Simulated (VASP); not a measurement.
# MgO (Periclase) (Fm-3m) in VASP: notebook

One crystal, MgO (Periclase), is run at these levels: r2SCAN; tasks: relaxation of cell and atoms.

Everything below comes from runs of VASP 6.6.1. Logs are shortened: lines on timing, memory, paths and dates and some standing lists are left out, and cuts for length are marked.

## (1) The crystal as given

It takes space group Fm-3m (No. 225, cubic). The conventional cell has a = 4.217 Å, b = 4.217 Å, c = 4.217 Å, α = 90.00°, β = 90.00°, γ = 90.00°. Mg (site symmetry m-3m) has 6 O at 2.11 Å as nearest neighbours. O (site symmetry m-3m) has 6 Mg at 2.11 Å as nearest neighbours.

## (2) Relaxation of cell and atoms, r2SCAN

INCAR reads:

```
SYSTEM = MgO
PREC = Accurate ; ENCUT = 600
EDIFF = 1E-6 ; ISMEAR = 0
SIGMA = 0.03 ; LREAL = .False.
LASPH = .True. ; NELM = 80
ALGO = Normal ; ISIF = 3
LWAVE = .False. ; LCHARG = .False.
METAGGA = R2SCAN ; LMIXTAU = .True.
IBRION = 2 ; NSW = 90
EDIFFG = -0.01
```

KPOINTS reads:

```
Automatic mesh
0
Gamma
  12 12 12
  0 0 0
```

POSCAR reads:

```
MgO
1.0
    0.0000000000      2.1085000000      2.1085000000
    2.1085000000      0.0000000000      2.1085000000
    2.1085000000      2.1085000000      0.0000000000
Mg O
1 1
Direct
    0.0000000000      0.0000000000      0.0000000000
    0.5000000000      0.5000000000      0.5000000000
```

Potentials or basis: VASP PAW PBE potentials, release 64 (Mg, O).

Run with:

```sh
cat potpaw_PBE.64/Mg/POTCAR potpaw_PBE.64/O/POTCAR > POTCAR
mpirun -np 1 vasp_std > vasp.out
```

OUTCAR:

```text
SYSTEM = MgO
   PREC = Accurate
   ENCUT = 600
   EDIFF = 1E-6
   ISMEAR = 0
   LREAL = .False.
   LASPH = .True.
   NELM = 80
   ISIF = 3
   METAGGA = R2SCAN
   IBRION = 2
   NSW = 90
   EDIFFG = -0.01

 ion  position               nearest neighbor table
   1  0.000  0.000  0.000-   2 2.11   2 2.11   2 2.11   2 2.11   2 2.11   2 2.11
   2  0.500  0.500  0.500-   1 2.11   1 2.11   1 2.11   1 2.11   1 2.11   1 2.11

  LATTYP: Found a face centered cubic cell.
 ALAT       =     4.2170000000

  Lattice vectors:

 A1 = (   0.0000000000,   2.1085000000,   2.1085000000)
 A2 = (   2.1085000000,   0.0000000000,   2.1085000000)
 A3 = (   2.1085000000,   2.1085000000,   0.0000000000)

Analysis of symmetry for initial positions (statically):
=====================================================================
 Subroutine PRICEL returns:
 Original cell was already a primitive cell.

 Routine SETGRP: Setting up the symmetry group for a
 face centered cubic supercell.

 Subroutine GETGRP returns: Found 48 space group operations
 (whereof 48 operations were pure point group operations)
 out of a pool of 48 trial point group operations.

The static configuration has the point symmetry O_h .

Analysis of symmetry for dynamics (positions and initial velocities):
=====================================================================
 Subroutine PRICEL returns:
 Original cell was already a primitive cell.

 Routine SETGRP: Setting up the symmetry group for a
 face centered cubic supercell.

 Subroutine GETGRP returns: Found 48 space group operations
 (whereof 48 operations were pure point group operations)
 out of a pool of 48 trial point group operations.

The dynamic configuration has the point symmetry O_h .

 Subroutine INISYM returns: Found 48 space group operations
 (whereof 48 operations are pure point group operations),
 and found     1 'primitive' translations

----------------------------------------------------------------------------------------

                                     Primitive cell

  volume of cell :      18.7478

  direct lattice vectors                    reciprocal lattice vectors
     0.000000000  2.108500000  2.108500000    -0.237135404  0.237135404  0.237135404
     2.108500000  0.000000000  2.108500000     0.237135404 -0.237135404  0.237135404
     2.108500000  2.108500000  0.000000000     0.237135404  0.237135404 -0.237135404

  length of vectors
[... 98 lines left out ...]
   EFERMI_NEDOS =   21; number of points for ismear=-14 and -15
   IALGO  =     38    algorithm
   IMIX   =      4    mixing-type and parameters
     AMIX     =   0.40;   BMIX     =  1.00
     AMIX_MAG =   1.60;   BMIX_MAG =  1.00
  volume/ion in A,a.u.               =       9.37        63.26
  Fermi-wavevector in a.u.,A,eV,Ry     =   1.232503  2.329092 20.668107  1.519063
  Thomas-Fermi vector in A             =   2.367270
   LORBIT       =      0    0 simple, 1 ext, 2 COOP (PROOUT), +10 PAW based schemes
   METAGGA = R2SCAN    functional components
   LHFCALC =     F    Hartree Fock is set to
   AEXX    =    0.0000 exact exchange contribution
   IVDW    =     0    specifies the selected vdW correction
   LEPSILON=     F    determine dielectric tensor
   LRPA    =     F    only Hartree local field effects (RPA)
 conjugate gradient relaxation of ions
 non-spin polarized calculation
 Gauss-broadening in eV      SIGMA  =   0.03
  energy-cutoff  :      600.00
  volume of cell :       18.75
 maximum number of plane-waves:       642
   NGX = 11   NGY = 11   NGZ = 11

--------------------------------------- Ionic step        1  -------------------------------------------

 number of electron       8.0000005 magnetization

 Free energy of the ion-electron system (eV)
  ---------------------------------------------------
  ext. energy  EPLUGINS =         0.00000000
  ---------------------------------------------------
  free energy    TOTEN  =       -16.16318515 eV

  energy without entropy =      -16.16318515  energy(sigma->0) =      -16.16318515

------------------------ aborting loop because EDIFF is reached ----------------------------------------

  FORCE on cell =-STRESS in cart. coord.  units (eV):
  Direction    XX          YY          ZZ          XY          YZ          ZX
  --------------------------------------------------------------------------------------
  -------------------------------------------------------------------------------------
  Total       -0.3309051     -0.3309051     -0.3309051      0.0000000      0.0000000     -0.0000000
  in kB      -28.2789439    -28.2789439    -28.2789439      0.0000000      0.0000000     -0.0000000
  external PRESSURE =     -28.2789439 kB  Pullay stress =       0.0000000 kB
[... 59 lines left out ...]
--------------------------------------- Ionic step        3  -------------------------------------------

 number of electron       8.0000004 magnetization

 Free energy of the ion-electron system (eV)
  ---------------------------------------------------
  ext. energy  EPLUGINS =         0.00000000
  ---------------------------------------------------
  free energy    TOTEN  =       -16.16606232 eV

  energy without entropy =      -16.16606232  energy(sigma->0) =      -16.16606232

 E-fermi :   3.0554     XC(G=0): -11.6640

 val. band max:        2.8751565511   @ k =   0.0000   0.0000   0.0000
 cond. band min:       8.6224602684   @ k =   0.0000   0.0000   0.0000
 fundamental gap:      5.7473037173
 Fermi energy:         3.0554458403

 k-point     1 :       0.0000    0.0000    0.0000
  band No.  band energies     occupation
      1     -15.3949      2.00000
      2       2.8752      2.00000
      3       2.8752      2.00000
      4       2.8752      2.00000
      5       8.6225      0.00000
      6      19.7935      0.00000
      7      19.7935      0.00000
      8      19.7935      0.00000
[... 243 lines left out ...]
 k-point    24 :      -0.4167    0.1667    0.0000
  band No.  band energies     occupation
      1     -14.0283      2.00000
      2      -1.3891      2.00000
      3       1.2636      2.00000
      4       2.0560      2.00000
      5      12.9609      0.00000
      6      16.5374      0.00000
      7      18.3721      0.00000
      8      21.1534      0.00000

 [... further k-points ...]

------------------------ aborting loop because EDIFF is reached ----------------------------------------

  FORCE on cell =-STRESS in cart. coord.  units (eV):
  Direction    XX          YY          ZZ          XY          YZ          ZX
  --------------------------------------------------------------------------------------
  -------------------------------------------------------------------------------------
  Total        0.0010427      0.0010427      0.0010427      0.0000000      0.0000000      0.0000000
  in kB        0.0906552      0.0906552      0.0906552      0.0000000      0.0000000      0.0000000
  external PRESSURE =       0.0906552 kB  Pullay stress =       0.0000000 kB
[... 17 lines left out ...]
  FREE ENERGIE OF THE ION-ELECTRON SYSTEM (eV)
  ---------------------------------------------------
  free  energy   TOTEN  =       -16.1660623151 eV

  energy  without entropy=      -16.1660623151  energy(sigma->0) =      -16.16606232

 reached required accuracy - stopping structural energy minimisation
```

OSZICAR:

```text
N       E                     dE             d eps       ncg     rms          rms(c)
DAV:   1     0.141483552722E+02    0.14148E+02   -0.53262E+03  1320   0.103E+03
DAV:   2    -0.192776486215E+02   -0.33426E+02   -0.31145E+02  1352   0.162E+02
DAV:   3    -0.198507239488E+02   -0.57308E+00   -0.57308E+00  1528   0.242E+01
DAV:   4    -0.198514984019E+02   -0.77445E-03   -0.77445E-03  1576   0.877E-01
[... 33 lines left out ...]
DAV:   6    -0.161660701846E+02   -0.34963E-04   -0.18642E-06  1160   0.225E-02    0.859E-04
DAV:   7    -0.161660599153E+02    0.10269E-04   -0.47015E-07   768   0.947E-03    0.398E-04
DAV:   8    -0.161660636322E+02   -0.37168E-05   -0.10982E-07   576   0.481E-03    0.466E-05
DAV:   9    -0.161660622575E+02    0.13746E-05   -0.64528E-09   576   0.111E-03    0.175E-05
DAV:  10    -0.161660623151E+02   -0.57563E-07   -0.14618E-10   576   0.172E-04
   3 F= -.16166062E+02 E0= -.16166062E+02  d E =-.287717E-02
```

CONTCAR:

```text
MgO
   1.00000000000000
     0.0000000000000000    2.0964156981029820    2.0964156981029820
     2.0964156981029820    0.0000000000000000    2.0964156981029820
     2.0964156981029820    2.0964156981029820    0.0000000000000000
  Mg              O
     1     1
Direct
     0.0000000000000000    0.0000000000000000    0.0000000000000000
     0.5000000000000000    0.5000000000000000    0.5000000000000000

  0.00000000E+00  0.00000000E+00  0.00000000E+00
  0.00000000E+00  0.00000000E+00  0.00000000E+00
```

It took 90 s on 1 thread of Intel Xeon Platinum 8375C at 2.90GHz (Ice Lake), shared host; peak memory 0.16 GiB.

Results:

```
Free energy                            : -16.1661 eV
Relaxed volume                         : 9.21 Å³/atom
Relaxed cell                           : a = 2.965 Å, b = 2.965 Å, c = 2.965 Å, α = 60.00°, β = 60.00°, γ = 60.00°
Space group after relaxing (to 0.05 Å) : Fm-3m (No. 225)
Energy gained by relaxing              : 1.4 meV/atom
Ionic steps                            : 3
Pressure after relaxing                : 0.0 GPa
Band gap on the k mesh                 : 5.75 eV, direct
```

The path:
```csv
step,energy change (eV),largest force (eV/Å),pressure (GPa),volume (Å³)
1,0.0000,0.0000,-2.83,18.75
2,-0.0024,0.0000,1.18,18.30
3,-0.0029,0.0000,0.01,18.43
```

Final structure:
```xyz
2
Lattice="0.0000 2.0964 2.0964 2.0964 0.0000 2.0964 2.0964 2.0964 0.0000" Properties=species:S:1:pos:R:3 pbc="T T T"
Mg    0.0000    0.0000    0.0000
O     2.0964    2.0964    2.0964
```

Caveat: the PAW data sets were made with another functional, which shifts forces and pressure a little. r2SCAN opens gaps a little over a GGA but as a rule still falls short of measured ones.

## (3) Relaxation of cell and atoms, r2SCAN

This run uses another cell than the first one, of 9.21 Å³/atom, 0.983 times its volume.

Edit INCAR of step 2 so:

```diff
@@ -2,3 +2,3 @@
 PREC = Accurate ; ENCUT = 600
-EDIFF = 1E-6 ; ISMEAR = 0
+EDIFF = 1E-7 ; ISMEAR = 0
 SIGMA = 0.03 ; LREAL = .False.
@@ -9,2 +9,2 @@
 IBRION = 2 ; NSW = 90
-EDIFFG = -0.01
+EDIFFG = -0.005
```

KPOINTS is that of step 2.

POSCAR reads:

```
MgO                                     
1.0
    0.0000000000      2.0964156981      2.0964156981
    2.0964156981      0.0000000000      2.0964156981
    2.0964156981      2.0964156981      0.0000000000
  Mg              O             
     1     1
Direct
     0.0000000000000000    0.0000000000000000    0.0000000000000000
     0.5000000000000000    0.5000000000000000    0.5000000000000000
```

Potentials or basis: VASP PAW PBE potentials, release 64 (Mg, O).

Run with:

```sh
cat potpaw_PBE.64/Mg/POTCAR potpaw_PBE.64/O/POTCAR > POTCAR
mpirun -np 1 vasp_std > vasp.out
```

It took 45 s on 1 thread of Intel Xeon Platinum 8375C at 2.90GHz (Ice Lake), shared host; peak memory 0.15 GiB.

It converged, with:

| Item | Value |
| --- | --- |
| Free energy | -16.1652 eV |
| Pressure after relaxing | 0.0 GPa |
| Band gap on the k mesh | 5.75 eV, direct |

Final structure:
```
CELL_PARAMETERS angstrom
0.00000 2.09642 2.09642
2.09642 0.00000 2.09642
2.09642 2.09642 0.00000
ATOMIC_POSITIONS crystal
Mg 0.00000 0.00000 0.00000
O 0.50000 0.50000 0.50000
```

Levels at points of the mesh, in eV from the valence-band top:
```tsv
k point	band 1	band 2	band 3	band 4	band 5	band 6	band 7	band 8
(0.00, 0.00, 0.00)	-18.27	0.00	0.00	0.00	5.75	16.92	16.92	16.92
(0.50, 0.00, 0.00)	-16.99	-4.67	-0.69	-0.69	8.89	13.97	17.57	17.57
(0.50, 0.50, 0.00)	-16.73	-4.16	-1.39	-1.39	10.05	11.22	14.44	20.59
```

Caveat: the relaxation stopped at its first step, so nothing moved; the PAW data sets were made with another functional, which shifts forces and pressure a little.
